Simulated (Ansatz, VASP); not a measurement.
**One calculation of MgS, two programs**

Contents of POSCAR:

```
MgS
1.0
    0.0000000000      2.9682302750      2.9682302750
    2.9682302750      0.0000000000      2.9682302750
    2.9682302750      2.9682302750      0.0000000000
S Mg
1 1
Direct
    0.7500000000      0.7500000000      0.7500000000
    0.0000000000      0.0000000000      0.0000000000
```

The input INCAR.step1:

```
PREC = Accurate ; ENCUT = 520
ISMEAR = 0 ; SIGMA = 0.1
LREAL = F ; LASPH = T
NELM = 100 ; NBANDS = 11
GGA = PE ; ALGO = Normal
EDIFF = 1E-4 ; LWAVE = T
LCHARG = F
```

File INCAR.step2:

```
PREC = Accurate ; ENCUT = 520
EDIFF = 1E-6 ; ISMEAR = 0
SIGMA = 0.1 ; LREAL = F
LASPH = T ; NELM = 100
ALGO = Normal ; ISIF = 2
LWAVE = F ; LCHARG = F
METAGGA = R2SCAN ; LMIXTAU = T
LUSE_VDW = T ; IVDW_NL = 2
BPARAM = 11.95 ; CPARAM = 0.0093
NBANDS = 11 ; ISTART = 1
```

Contents of KPOINTS:

```
Automatic mesh
0
Gamma
  8 8 8
```

input.yaml

```yaml
crystal:
  lattice:
    - [0.0, 2.968230275, 2.968230275]
    - [2.968230275, 0.0, 2.968230275]
    - [2.968230275, 2.968230275, 0.0]
  atoms:
    - { symbol: S, position: [0.75, 0.75, 0.75] }
    - { symbol: Mg, position: [0.0, 0.0, 0.0] }
hamiltonian:
  xc: r2scan
  pseudopotentials: { kind: nc, source: spms }
  dispersion: rvv10
kpoints:
  mp_grid: { grid: [8, 8, 8] }
scf:
  occupations: { method: gaussian, width: 0.1 }
  n_extra_bands: 6
output:
  forces: true
  stress: true
  eigenvalues: true
  dos: { projected: true, de: 0.05, nscf_kmesh: { grid: [12, 12, 12] } }
```

Change from the starting cell: volume scaled by 1.15.

Alike in both runs: functional r2SCAN; dispersion rVV10; k mesh 8 × 8 × 8; occupations gaussian, width 0.1 eV; no spin polarisation.

|  | VASP | Ansatz |
| --- | --- | --- |
| version | VASP 6.6.1 | Ansatz 0.2.0 |
| potentials or method | VASP PAW PBE potentials, release 64 (S, Mg) | SPMS NC |
| plane-wave cutoff (eV) | 520 | 762 |
| valence electrons in the cell | 8 | 16 |
| task | single point | projected density of states |

Ansatz gave:

```
gap on the k mesh at the Fermi level (eV) : 3.27
least direct gap on the mesh (eV)         : 3.27
```

**Question.** Estimate VASP's values.

**Answer.** gap on the k mesh at the Fermi level (eV): 3.34; least direct gap on the mesh (eV): 3.34.

The two sets of potentials don't hold the same shells in valence.

Caveats: the meta-GGA runs on potentials made for a GGA (Ansatz); the density of states is complete only up to the lowest level of the last band computed (Ansatz).
